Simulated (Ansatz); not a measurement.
`NCC[CH2][AlH2]` + CH₃NH₂ → `C[NH][AlH2]` + `CCCN`  (ligand exchange at the Al–C bond)

Isolated molecules relaxed with PBE0-D4/def2-TZVP in Ansatz; ΔE leaves out vibrations. CBS: MP2 limit from def2 TZ/QZ plus the TZ coupled-cluster correction, frozen cores. DFT in def2-TZVPP. B3LYP here is the variant with VWN-RPA as its local correlation; programs differ in this. Each species was taken in one conformer, which may not be the lowest.

(1) Is it downhill or uphill in electronic energy at CCSD(T)/CBS, and by how much? (Estimate.)

(2) What do these levels give: B3LYP-D4, ωB97X-V, ωB97M-V, B2PLYP, r2SCAN, B3LYP, MP2/def2-TZVPP, CCSD/def2-TZVPP, MP2/def2-QZVPP, SCS-MP2/def2-QZVPP, MP2/CBS(def2), CCSD/CBS(def2)? (An estimate is asked.)

Largest T1 diagnostic among the species: 0.012.

Answers

(1) Computed: Downhill: ΔE = -1.18 eV.

(2) Computed: B3LYP-D4 -1.20, ωB97X-V -1.17, ωB97M-V -1.14, B2PLYP -1.25, r2SCAN -1.16, B3LYP -1.25, MP2/def2-TZVPP -1.21, CCSD/def2-TZVPP -1.22, MP2/def2-QZVPP -1.21, SCS-MP2/def2-QZVPP -1.24, MP2/CBS(def2) -1.20, CCSD/CBS(def2) -1.20 eV.

In def2-TZVPP, CCSD(T) changes the Hartree–Fock value by +0.13 eV (the triples alone add +0.02 eV) and MP2 by +0.11 eV. The D4 term adds +0.05 eV with B3LYP and +0.03 eV with PBE0; it sums over pairs of atoms, weighted by their polarisabilities, and B3LYP, whose exchange is more repulsive, gets the larger term.
